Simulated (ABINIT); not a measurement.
The system is Ge.

```
Ge
1.0
     3.99759    0.00000    0.00000
    -1.99879    3.46201    0.00000
     0.00000    0.00000    6.59938
Ge
4
Direct
  0.33333 0.66667 0.93710
  0.66667 0.33333 0.43710
  0.33333 0.66667 0.56290
  0.66667 0.33333 0.06290
```

This isn't the form of Ge at room conditions, which is diamond.

```yaml
Program: ABINIT 10.8.3 (patched build)
Task: relaxation of cell and atoms
Functional: LDA
Potentials_or_basis: JTH PAW LDA v2.0
Cutoff: 599 eV
k_mesh: 7 × 7 × 3
Occupations: fermi-dirac, width 0.05 eV
Spin: no spin polarisation
```

At the start: pressure -1.7 GPa; volume 22.83 Å³/atom.

Q: Where does the relaxation end?

A: Over 7 steps the energy falls by 3.1 meV/atom and the volume is 22.25 Å³/atom (-2.6 %); space group P6_3/mmc (No. 194, to 0.05 Å).

The path:
```csv
step,energy change (eV),largest force (eV/Å),pressure (GPa),volume (Å³)
1,0.0000,0.0132,-1.68,91.33
2,-0.0045,0.0102,-1.36,90.86
3,-0.0126,0.0049,0.06,88.91
4,-0.0126,0.0032,0.00,88.99
5,-0.0126,0.0026,0.00,89.00
6,-0.0126,0.0002,0.00,89.00
7,-0.0126,0.0005,0.00,89.00
```

Final structure:
```cif
data_structure
_symmetry_space_group_name_H-M 'P 1'
_symmetry_Int_Tables_number 1
_cell_length_a 3.9649
_cell_length_b 3.9649
_cell_length_c 6.5371
_cell_angle_alpha 90.000
_cell_angle_beta 90.000
_cell_angle_gamma 120.000
_cell_volume 89.00
loop_
_atom_site_label
_atom_site_type_symbol
_atom_site_fract_x
_atom_site_fract_y
_atom_site_fract_z
_atom_site_occupancy
Ge1 Ge 0.33333 0.66667 0.93704 1
Ge2 Ge 0.66667 0.33333 0.43704 1
Ge3 Ge 0.33333 0.66667 0.56296 1
Ge4 Ge 0.66667 0.33333 0.06296 1
```

Caveat: the atomic spheres overlap.
